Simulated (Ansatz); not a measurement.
# SnO2 (I4_1/amd) in Ansatz: a series of runs

One crystal, SnO2, is run at these levels: PBE, PBEsol; tasks: relaxation of cell and atoms.

Everything below comes from runs of Ansatz 0.2.0. Logs are shortened: lines on timing, memory, paths and dates and some standing lists are left out, and cuts for length are marked.

### 1 Starting point

It takes space group I4_1/amd (No. 141, tetragonal). The conventional cell has a = 4.000 Å, b = 4.000 Å, c = 10.247 Å, α = 90.00°, β = 90.00°, γ = 90.00°. Sn (site symmetry -4m2) is surrounded by 6 O at 2.06 to 2.09 Å. O (site symmetry 2mm) has 3 Sn at 2.06 to 2.09 Å as nearest neighbours.

Measurements of this composition are mostly on another form, of space group No. 136.

### 2 Relaxation of cell and atoms, PBE

The input, input.yaml:

```yaml
crystal:
  lattice:
    - [-2.0000686112, 2.0000686112, 5.1236788559]
    - [2.0000686112, -2.0000686112, 5.1236788559]
    - [2.0000686112, 2.0000686112, -5.1236788559]
  atoms:
    - { symbol: Sn, position: [0.0, 0.0, 0.0] }
    - { symbol: Sn, position: [0.75, 0.25, 0.5] }
    - { symbol: O, position: [0.54652259, 0.04652259, 0.5] }
    - { symbol: O, position: [0.20347741, 0.20347741, 0.0] }
    - { symbol: O, position: [0.95347741, 0.45347741, 0.5] }
    - { symbol: O, position: [0.79652259, 0.79652259, 0.0] }
hamiltonian:
  xc: pbe
  pseudopotentials: { kind: paw }
kpoints:
  mp_grid: { grid: [9, 9, 9] }
scf:
  occupations: { method: fermi_dirac, width: 0.05 }
output:
  forces: true
  stress: true
  eigenvalues: true
  write_density: true
  write_potential: true
  elf: true
  volumetric_format: npy
relax:
  f_tol: 0.01
  max_steps: 40
  cell: { stress_tol: 0.05 }
```

Potentials or basis: Ansatz PAW.

The run is started by

```console
ansatz run input.yaml --threads 2 --pin off --max-ram 5632MiB --backend cpu --events-out ev --progress --plain --runs-dir out
```

Output:

```text
Warning: RAYON_NUM_THREADS=2 ignored (pool sized by the plan → 2); use --threads N
Engine: ansatz 0.2.0, x86_64-unknown-linux-gnu
Pseudopotentials: kind: paw
Pseudopotential: Sn, paw, valence charge 14, recommended cutoff 420 eV (normal), Sn.paw.azcp
Pseudopotential: O, paw, valence charge 6, recommended cutoff 420 eV (normal), O.paw.azcp
Functional definition: PBE
  parameter kappa = 0.804
  parameter beta = 0.06672455060314922
  exchange = pbe_x(kappa = kappa, mu = beta*pi^2/3)
  correlation = pbe_c(beta = beta)
Crystal: 6 atoms, lattice volume = 81.984 Å³
Basis set: ecut = 420 eV, 1605 PW (Γ), exchange–correlation on 80×80×80 points (8 copies of the dense FFT grid, shifted against one another)
Bands: 32, of which v1, the nominal top of the filled ones, is band 26 counted from 1 (25 counted from 0)
Symmetry: 16 space group operations
Space group: I41/amd (ITA 141), of the structure as read, at distance tolerance 4.3e-5 Å
k-points: 75 of 729
Non-local potential: Sn, projectors of the file, l = 0: 2, l = 1: 2, l = 2: 2, l = 3: 2
Non-local potential: O, projectors of the file, l = 0: 2, l = 1: 2, l = 2: 1
PAW form: soft (Blöchl's): semilocal exchange-correlation on the pseudo side does not see the compensation charge
PAW one-centre angular grid: Sn, 590 points (default); XC on 64 Gauss nodes
PAW one-centre angular grid: O, 110 points (default); XC on 64 Gauss nodes
Initial density: superposition of atomic densities (neutral atoms: chi_scale 0, normalization atom), corrected by the library's trained network
Initial wavefunctions: pseudopotential atomic-orbital guess
Functional: x = pbe(κ = 0.804, μ = 0.2195149727645171), c = pbe(β = 0.06672455060314922)
SCF iter   1: F=—  HF=-14317.573621 eV  |F-HF|=—  |Δ(HF+E_count)|=         —  Δρ=2.09e-3  dr2=1.63e-3  ethr=1.77e-3  ⟨swp⟩=6.2  Hψ=10641  notcnv=0  defer=8
preconditioner: auto → Resta (q_TF=auto, 2.529 Å⁻¹)  ε∞=3.3  [insulator: Δε(μ)=1.662 eV  Ē_g=19.299 eV  σ=0.050 eV  W_gap=1.00  n_scr=24 (ndim 8)  ℏωp=29.6 eV  f_vac=0.141  D(μ)=0.00/eV (n_scr^D=0)  ε∞_Penn≈3.3]
SCF iter   2: F=—  HF=-14317.575642 eV  |F-HF|=—  |Δ(HF+E_count)|=   2.02e-3  Δρ=9.57e-4  dr2=2.79e-4  ethr=3.13e-6  ⟨swp⟩=2.1  Hψ=4983  notcnv=0  defer=17
SCF iter   3: F=—  HF=-14317.576062 eV  |F-HF|=—  |Δ(HF+E_count)|=   4.20e-4  Δρ=3.16e-4  dr2=4.13e-5  ethr=5.36e-7  ⟨swp⟩=2.2  Hψ=3189  notcnv=0  defer=17
SCF iter   4: F=—  HF=-14317.576099 eV  |F-HF|=—  |Δ(HF+E_count)|=   3.61e-5  Δρ=5.06e-5  dr2=1.28e-6  ethr=7.94e-8  ⟨swp⟩=2.0  Hψ=3334  notcnv=0  defer=17
SCF iter   5: F=—  HF=-14317.576101 eV  |F-HF|=—  |Δ(HF+E_count)|=   2.57e-6  Δρ=1.67e-5  dr2=1.91e-7  ethr=2.46e-9  ⟨swp⟩=2.0  Hψ=4209  notcnv=0  defer=17
SCF iter   6: F=-14317.576101 eV  HF=-14317.576101 eV  |F-HF|=1.64e-8  |Δ(HF+E_count)|=   6.26e-8  Δρ=4.18e-6  dr2=1.39e-8  ethr=1.92e-10  ⟨swp⟩=13.4  Hψ=19088  notcnv=0
SCF 1 converged in 6 iterations: F = -14317.576101 eV  dr2 = 1.39e-8
relax step   1: F+E_penalty+E_count = -14317.57610118 eV  Δ(F+E_penalty+E_count) = +0.000e0 eV  max|allowed force component| = 4.038e-2 eV/Å  Δτ_max = 0.0000 Å  P = +5.856 GPa  Ω = 81.984 Å³  (6 SCF iters, dr2 threshold 1.00e-7 eV, accepted)
Crystal: 6 atoms, lattice volume = 84.712 Å³
Basis set: ecut = 420 eV, 1661 PW (Γ), exchange–correlation on 80×80×80 points (8 copies of the dense FFT grid, shifted against one another)
[... 67 lines left out ...]
E sigma→0 (E₀):  -14317.630124 eV
Entropy (-TS):   -0.000000 eV (-0.000 meV/atom)
Fermi energy:    7.298722 eV
--- Per-component energies (eV) ---
  E_band       = -244.945324
  E_kinetic    = 1077.586921
  E_local      = -3639.035797  (includes V_loc(G=0)·N_el)
  E_nonlocal   = 133.820249
  E_hartree    = 1816.470466
  E_xc         = -1052.998202
  E_vxc        = -561.242815  (∫ρ·V_xc dr)
  E_paw        = -8928.165364  (= ΣΔE_a)
  E_vpaw       = -889.024590  (= ΣTr[D̂ρ^β])
  E_aug_tail   = 0.009814  (compensation charges beyond the density's cutoff)
  E_ewald      = -3725.318211
  E_smearing   = -0.000000  (= −TS)
  E_closure    = 0.000000  (closes the sum)
  Σ components = -14317.630124   (vs F -14317.630124, Δ=0.00e0)
--- Forces (eV/Å), atoms counted from 1 ---
  atom   1  Sn    -0.00000000    -0.00000000     0.00000000
  atom   2  Sn     0.00000000     0.00000000     0.00000000
  atom   3  O      0.00000000     0.00000000     0.00034665
  atom   4  O      0.00000000     0.00000000    -0.00034665
  atom   5  O      0.00000000     0.00000000    -0.00034665
  atom   6  O     -0.00000000    -0.00000000     0.00034665
  max |Σ_I F_I| component: 3.69e-18 eV/Å
--- Stress (GPa, compression-positive) ---
        0.022687       0.000000       0.000000
        0.000000       0.022687       0.000000
        0.000000      -0.000000       0.014973
  P = ⅓ Tr σ = 0.0201 GPa (0.201 kbar)
--- Band table (eV; the first three rows and the last of 75) ---
  k-point 0: bands = ["-13.8600", "-13.8262", "-13.7136", "-13.2382", "-13.1550", "-13.1550", "-13.0386", "-13.0174", "-13.0174", "-13.0015", "-11.6455", "-9.2728", "-8.5510", "-8.3713", "1.5600", "1.9384", "1.9384", "2.5943", "3.2765", "3.2765", "4.8277", "5.4734", "5.9005", "5.9005", "6.1910", "6.1910", "7.8474", "11.8037", "15.8214", "16.1447", "16.2785", "17.8174"]
  k-point 1: bands = ["-13.8400", "-13.7783", "-13.6681", "-13.2639", "-13.1573", "-13.1470", "-13.0401", "-13.0282", "-13.0226", "-13.0012", "-11.5103", "-9.3625", "-8.5816", "-8.5460", "0.5329", "2.2305", "2.2757", "2.6589", "3.0262", "3.9243", "5.0971", "5.3388", "5.4764", "5.9288", "6.0226", "6.2514", "8.6538", "11.8841", "16.0031", "16.1197", "16.3381", "17.0683"]
  k-point 2: bands = ["-13.7857", "-13.6468", "-13.5420", "-13.3366", "-13.1649", "-13.1253", "-13.0429", "-13.0395", "-13.0370", "-13.0040", "-11.1394", "-9.5927", "-8.9817", "-8.6985", "-0.4197", "1.5158", "2.1298", "2.9857", "4.1535", "4.7333", "4.9488", "4.9868", "5.5936", "5.6402", "5.9952", "6.3820", "10.1173", "12.1843", "15.6949", "15.8910", "16.1119", "16.6283"]
  k-point 74: bands = ["-13.9885", "-13.9711", "-13.3005", "-13.2591", "-13.1900", "-13.1733", "-13.0220", "-13.0220", "-12.9936", "-12.9789", "-10.8465", "-10.8450", "-8.2373", "-8.1083", "1.4590", "1.6159", "2.3887", "3.0843", "3.5391", "3.7959", "3.9516", "4.7582", "5.5624", "5.6202", "6.2454", "6.2567", "10.5190", "10.6543", "14.1692", "14.3216", "17.9836", "18.0208"]
--- Relaxed structure (5 steps of the walk, 5 accepted, 2 SCFs on fresh bases) ---
  F+E_penalty+E_count = -14317.63012354 eV   max|allowed force component| = 3.467e-4 eV/Å   (the final SCF, on the basis selected at the relaxed cell)
  cell:  # Å, volume = 85.0824 Å³
    - [-2.026139590867942, 2.026139590867942, 5.181327863010216]
    - [2.026139590867942, -2.026139590867942, 5.181327863010216]
    - [2.026139590867942, 2.026139590867942, -5.181327863010216]
  atoms:
    - { symbol: Sn, position: [-1.2726248923297565e-35, -8.087123700026529e-36, -2.0813372623324093e-35] }
    - { symbol: Sn, position: [0.7500000000000001, 0.24999999999999992, 0.5000000000000001] }
    - { symbol: O, position: [0.5475909022826434, 0.047590902282643184, 0.5000000000000001] }
    - { symbol: O, position: [0.20240909771735668, 0.20240909771735668, 2.2233646492646344e-34] }
    - { symbol: O, position: [0.9524090977173565, 0.4524090977173566, 0.49999999999999994] }
    - { symbol: O, position: [0.7975909022826433, 0.7975909022826433, 4.50725823137485e-34] }
```

Wall time 14 s (2 threads of AMD EPYC 9R45 (Zen 5), shared host); peak memory 0.53 GiB.

Results:

```yaml
Free_energy: -14317.6301 eV
Relaxed_volume: 14.18 Å³/atom
Relaxed_cell: a = 5.921 Å, b = 5.921 Å, c = 5.921 Å, α = 139.98°, β = 139.98°, γ = 57.89°
Space_group_after_relaxing_to_0.05_Å: I4_1/amd (No. 141)
Energy_gained_by_relaxing: 9.0 meV/atom
Ionic_steps: 7
Pressure_after_relaxing: 0.0 GPa
Band_gap_on_the_k_mesh: 1.32 eV, indirect (least direct gap 1.66 eV)
```

Step by step:
```
step  energy change (eV)  largest force (eV/Å)  volume (Å³)
   1              0.0000                0.0404        81.98
   2             -0.0374                0.0359        84.71
   3             -0.0373                0.0237        84.90
   4             -0.0374                0.0026        84.92
   5             -0.0539                0.0022        84.92
   6             -0.0533                0.0002        85.08
   7             -0.0540                0.0003        85.08
```

Final structure:
```xyz
6
Lattice="-2.0261 2.0261 5.1813 2.0261 -2.0261 5.1813 2.0261 2.0261 -5.1813" Properties=species:S:1:pos:R:3 pbc="T T T"
Sn    0.0000    0.0000    0.0000
Sn    0.0000    2.0261    2.5907
O     0.0000    2.0261    0.4932
O     0.0000    0.0000    2.0975
O     0.0000    2.0261    4.6882
O     0.0000    0.0000    8.2652
```

Levels at points of the mesh, in eV from the valence-band top:
| k point | band 23 | band 24 | band 25 | band 26 | band 27 | band 28 | band 29 | band 30 |
| --- | --- | --- | --- | --- | --- | --- | --- | --- |
| (0.00, 0.00, 0.00) | -0.63 | -0.63 | -0.34 | -0.34 | 1.32 | 5.28 | 9.30 | 9.62 |

Caveat: odd divisions of the mesh miss points on the zone boundary, where band edges often lie, so the gap on the mesh can be too wide; the plane-wave basis is chosen anew once the cell has moved, so the energies of steps on either side of that aren't comparable; the pressure holds a Pulay correction of +0.7 GPa for the finite cutoff; spin-orbit coupling is left out, which moves the levels of the heavy elements.

### 3 Relaxation of cell and atoms, PBEsol

Edit input.yaml of step 2 so:

```diff
@@ -13,3 +13,3 @@
 hamiltonian:
-  xc: pbe
+  xc: pbesol
   pseudopotentials: { kind: paw }
```

Potentials or basis: Ansatz PAW.

The run is started by

```console
ansatz run input.yaml --threads 2 --pin off --max-ram 5632MiB --backend cpu --events-out ev --progress --plain --runs-dir out
```

Output:

```text
Warning: RAYON_NUM_THREADS=2 ignored (pool sized by the plan → 2); use --threads N
[... 4 set-up lines as earlier in the session ...]
Functional definition: PBEsol
  exchange = pbesol_x
  correlation = pbesol_c
Crystal: 6 atoms, lattice volume = 81.984 Å³
Basis set: ecut = 420 eV, 1605 PW (Γ), exchange–correlation on 80×80×80 points (8 copies of the dense FFT grid, shifted against one another)
Bands: 32, of which v1, the nominal top of the filled ones, is band 26 counted from 1 (25 counted from 0)
[... 2 set-up lines as earlier in the session ...]
k-points: 75 of 729
[... 3 set-up lines as earlier in the session ...]
PAW frozen core: Sn, regenerated for the run's functional, and the local potential with it (the file was generated under x = pbe(κ = 0.804, μ = 0.2195149727645171), c = pbe(β = 0.06672455060314922))
PAW frozen core: O, regenerated for the run's functional, and the local potential with it (the file was generated under x = pbe(κ = 0.804, μ = 0.2195149727645171), c = pbe(β = 0.06672455060314922))
[... 4 set-up lines as earlier in the session ...]
Functional: x = pbesol(κ = 0.804, μ = 0.12345679012345678), c = pbesol(β = 0.046)
SCF iter   1: F=—  HF=-14142.651403 eV  |F-HF|=—  |Δ(HF+E_count)|=         —  Δρ=1.36e-2  dr2=1.18e-1  ethr=1.77e-3  ⟨swp⟩=6.2  Hψ=10702  notcnv=0  defer=10
preconditioner: auto → Resta (q_TF=auto, 2.529 Å⁻¹)  ε∞=3.4  [insulator: Δε(μ)=1.448 eV  Ē_g=19.115 eV  σ=0.050 eV  W_gap=1.00  n_scr=24 (ndim 8)  ℏωp=29.6 eV  f_vac=0.141  D(μ)=0.00/eV (n_scr^D=0)  ε∞_Penn≈3.4]
SCF iter   2: F=—  HF=-14142.619807 eV  |F-HF|=—  |Δ(HF+E_count)|=   3.16e-2  Δρ=2.19e-3  dr2=1.72e-3  ethr=2.27e-4  ⟨swp⟩=2.0  Hψ=4024  notcnv=0  defer=140
SCF iter   3: F=—  HF=-14142.619763 eV  |F-HF|=—  |Δ(HF+E_count)|=   4.44e-5  Δρ=9.43e-4  dr2=4.30e-4  ethr=3.31e-6  ⟨swp⟩=2.1  Hψ=4178  notcnv=0  defer=140
SCF iter   4: F=—  HF=-14142.619928 eV  |F-HF|=—  |Δ(HF+E_count)|=   1.65e-4  Δρ=2.72e-4  dr2=5.80e-5  ethr=8.28e-7  ⟨swp⟩=2.9  Hψ=4320  notcnv=0  defer=140
SCF iter   5: F=—  HF=-14142.619971 eV  |F-HF|=—  |Δ(HF+E_count)|=   4.32e-5  Δρ=4.31e-5  dr2=2.37e-6  ethr=1.11e-7  ⟨swp⟩=2.9  Hψ=4080  notcnv=0  defer=140
SCF iter   6: F=-14142.619976 eV  HF=-14142.619976 eV  |F-HF|=8.74e-8  |Δ(HF+E_count)|=   4.64e-6  Δρ=7.40e-6  dr2=6.94e-8  ethr=1.92e-10  ⟨swp⟩=12.9  Hψ=19484  notcnv=0
SCF 1 converged in 6 iterations: F = -14142.619976 eV  dr2 = 6.94e-8
relax step   1: F+E_penalty+E_count = -14142.61997572 eV  Δ(F+E_penalty+E_count) = +0.000e0 eV  max|allowed force component| = 8.064e-2 eV/Å  Δτ_max = 0.0000 Å  P = +0.676 GPa  Ω = 81.984 Å³  (6 SCF iters, dr2 threshold 1.00e-7 eV, accepted)
Crystal: 6 atoms, lattice volume = 82.381 Å³
Initial density: handed on by an earlier stage of this run
Initial wavefunctions: those handed on with the density
iter 1 solved again at ethr=9.46e-7 eV; its pass at ethr=3.10e-3 eV (dr2=4.92e-4 eV) is discarded
SCF iter   1: F=—  HF=-14142.620064 eV  |F-HF|=—  |Δ(HF+E_count)|=         —  Δρ=9.86e-4  dr2=4.75e-4  ethr=9.46e-7  ⟨swp⟩=2.0  Hψ=12231  notcnv=0
preconditioner: auto → Resta (q_TF=auto, 2.527 Å⁻¹)  ε∞=3.4  [insulator: Δε(μ)=1.529 eV  Ē_g=19.102 eV  σ=0.050 eV  W_gap=1.00  n_scr=24 (ndim 8)  ℏωp=29.5 eV  f_vac=0.140  D(μ)=0.00/eV (n_scr^D=0)  ε∞_Penn≈3.4]
[... 59 lines left out ...]
SCF iter   5: F=-14142.622522 eV  HF=-14142.622522 eV  |F-HF|=2.18e-11  |Δ(HF+E_count)|=  8.37e-11  Δρ=2.05e-7  dr2=1.42e-11  ethr=1.00e-12  ⟨swp⟩=7.2  Hψ=12086  notcnv=0
SCF 8 converged in 5 iterations: F = -14142.622522 eV  dr2 = 1.42e-11
relax step   8: F+E_penalty+E_count = -14142.62252200 eV  Δ(F+E_penalty+E_count) = -8.582e-5 eV  max|allowed force component| = 3.304e-6 eV/Å  Δτ_max = 0.0000 Å  P = +0.002 GPa  Ω = 82.458 Å³  stress off target by 3.86e-3 GPa  SCF on the basis re-selected at this cell (its energy is not comparable with the rows above)  (5 SCF iters)
basis re-selected at this cell: Δ(F+E_penalty+E_count) = -8.582e-5 eV, ΔP = +0.001 GPa vs the last step (what re-selecting the basis moved, of the pressure what is left beyond the Pulay correction that the steps carried, after the strain that the cell walked since its last selection, with what the two solves' SCF thresholds leave and, on support functions, any second-order correction that the steps lacked; it is no measure of the basis error at this ecutwfc). This SCF's stress stands 3.86e-3 GPa from its target on what of the cell is left free (relax.cell.stress_tol is 5.00e-2 GPa) and its largest allowed force component is 3.30e-6 eV/Å (relax.f_tol is 1.00e-2 eV/Å): within both
SCF converged after 5 iterations
Free energy (F): -14142.622522 eV
Harris-Foulkes:  -14142.622522 eV  (|F-HF|=2.18e-11)
Internal energy: -14142.622522 eV  (E = F + TS)
E sigma→0 (E₀):  -14142.622522 eV
Fermi energy:    7.671081 eV
--- Per-component energies (eV) ---
  E_band       = -229.941650
  E_kinetic    = 1078.898421
  E_local      = -3578.538157  (includes V_loc(G=0)·N_el)
  E_nonlocal   = 138.977155
  E_hartree    = 1789.851291
  E_xc         = -1043.173602
  E_vxc        = -560.952851  (∫ρ·V_xc dr)
  E_paw        = -8762.981375  (= ΣΔE_a)
  E_vpaw       = -888.038776  (= ΣTr[D̂ρ^β])
  E_aug_tail   = 0.009802  (compensation charges beyond the density's cutoff)
  E_ewald      = -3766.376888
  E_core_change = 0.710831  (= ΣΔE_core)
  E_smearing   = -0.000000  (= −TS)
  E_closure    = -0.000000  (closes the sum)
  Σ components = -14142.622522   (vs F -14142.622522, Δ=0.00e0)
--- Forces (eV/Å), atoms counted from 1 ---
  atom   1  Sn    -0.00000000     0.00000000     0.00000000
  atom   2  Sn    -0.00000000     0.00000000     0.00000000
  atom   3  O      0.00000000     0.00000000    -0.00000330
  atom   4  O      0.00000000     0.00000000     0.00000330
  atom   5  O      0.00000000     0.00000000     0.00000330
  atom   6  O      0.00000000     0.00000000    -0.00000330
  max |Σ_I F_I| component: 8.02e-18 eV/Å
--- Stress (GPa, compression-positive) ---
        0.003859      -0.000000       0.000000
       -0.000000       0.003859      -0.000000
        0.000000       0.000000      -0.001331
  P = ⅓ Tr σ = 0.0021 GPa (0.021 kbar)
--- Band table (eV; the first three rows and the last of 75) ---
  k-point 0: bands = ["-13.5473", "-13.5153", "-13.3796", "-12.8453", "-12.7353", "-12.7353", "-12.5952", "-12.5765", "-12.5765", "-12.5522", "-11.5192", "-8.8854", "-8.1389", "-7.9278", "1.7620", "2.0319", "2.0319", "2.6998", "3.3812", "3.3812", "5.0906", "5.7262", "6.1362", "6.1362", "6.4211", "6.4211", "8.3294", "12.2990", "16.0260", "16.5192", "16.5536", "18.2678"]
  k-point 1: bands = ["-13.5243", "-13.4618", "-13.3288", "-12.8771", "-12.7382", "-12.7265", "-12.5972", "-12.5904", "-12.5827", "-12.5532", "-11.3672", "-8.9860", "-8.1717", "-8.1241", "0.6464", "2.3462", "2.3546", "2.7832", "3.2043", "4.0733", "5.3414", "5.5849", "5.7086", "6.1680", "6.2411", "6.4864", "9.1310", "12.3816", "16.2474", "16.4770", "16.6194", "17.4884"]
  k-point 2: bands = ["-13.4625", "-13.3137", "-13.1870", "-12.9630", "-12.7476", "-12.7022", "-12.6029", "-12.6010", "-12.5998", "-12.5590", "-10.9602", "-9.2464", "-8.6101", "-8.2980", "-0.3468", "1.6433", "2.2030", "3.1547", "4.3652", "4.9154", "5.1512", "5.2130", "5.7840", "5.9004", "6.2452", "6.6283", "10.6067", "12.6912", "16.1123", "16.2103", "16.4754", "16.8755"]
  k-point 74: bands = ["-13.6873", "-13.6694", "-12.9217", "-12.8752", "-12.7754", "-12.7585", "-12.5762", "-12.5761", "-12.5501", "-12.5317", "-10.6382", "-10.6374", "-7.7794", "-7.6344", "1.5582", "1.6814", "2.5876", "3.2825", "3.6996", "3.9839", "4.0986", "4.9680", "5.7826", "5.8472", "6.4834", "6.4956", "11.0251", "11.1603", "14.3703", "14.5211", "18.4146", "18.4995"]
--- Relaxed structure (6 steps of the walk, 6 accepted, 2 SCFs on fresh bases) ---
  F+E_penalty+E_count = -14142.62252200 eV   max|allowed force component| = 3.304e-6 eV/Å   (the final SCF, on the basis selected at the relaxed cell)
  cell:  # Å, volume = 82.4585 Å³
    - [-2.0057545078536014, 2.0057545078536014, 5.124125497266796]
    - [2.0057545078536014, -2.0057545078536014, 5.124125497266796]
    - [2.0057545078536014, 2.0057545078536014, -5.124125497266796]
  atoms:
    - { symbol: Sn, position: [1.763384934565491e-21, 1.763384934565482e-21, -3.156485878266171e-35] }
    - { symbol: Sn, position: [0.7500000000000001, 0.24999999999999994, 0.5000000000000001] }
    - { symbol: O, position: [0.5470810373891309, 0.0470810373891308, 0.5000000000000001] }
    - { symbol: O, position: [0.2029189626108692, 0.2029189626108692, 4.3625663740380017e-35] }
    - { symbol: O, position: [0.952918962610869, 0.452918962610869, 0.5] }
    - { symbol: O, position: [0.7970810373891312, 0.7970810373891312, -1.8469980672489486e-35] }
```

Wall time 15 s (2 threads of AMD EPYC 9R45 (Zen 5), shared host); peak memory 0.53 GiB.

What came out:

| Quantity | Value |
| --- | --- |
| Free energy | -14142.6225 eV |
| Relaxed volume | 13.74 Å³/atom |
| Relaxed cell | a = 5.857 Å, b = 5.857 Å, c = 5.857 Å, α = 139.95°, β = 139.95°, γ = 57.94° |
| Space group after relaxing (to 0.05 Å) | I4_1/amd (No. 141) |
| Energy gained by relaxing | 0.4 meV/atom |
| Ionic steps | 8 |
| Pressure after relaxing | 0.0 GPa |
| Band gap on the k mesh | 1.54 eV, indirect (least direct gap 1.91 eV) |

The path:
```tsv
step	energy change (eV)	largest force (eV/Å)	volume (Å³)
1	0.0000	0.0806	81.98
2	0.0000	0.0313	82.38
3	0.0000	0.0023	82.44
4	0.0002	0.0147	82.48
5	-0.0001	0.0003	82.44
6	-0.0026	0.0001	82.44
7	-0.0025	0.0000	82.46
8	-0.0025	0.0000	82.46
```

Final structure:
```
Sn O
1.0
    -2.00575    2.00575    5.12413
     2.00575   -2.00575    5.12413
     2.00575    2.00575   -5.12413
Sn O
2 4
Direct
  0.00000 0.00000 0.00000
  0.75000 0.25000 0.50000
  0.54708 0.04708 0.50000
  0.20292 0.20292 0.00000
  0.95292 0.45292 0.50000
  0.79708 0.79708 0.00000
```

Caveat: odd divisions of the mesh miss points on the zone boundary, where band edges often lie, so the gap on the mesh can be too wide; the plane-wave basis is chosen anew once the cell has moved, so the energies of steps on either side of that aren't comparable; the pressure holds a Pulay correction of +0.8 GPa for the finite cutoff; spin-orbit coupling is left out, which moves the levels of the heavy elements; the PAW data sets come from PBE, with cores solved anew for the run's functional, which leaves a small shift of forces and pressure. A k mesh can miss the band edges.
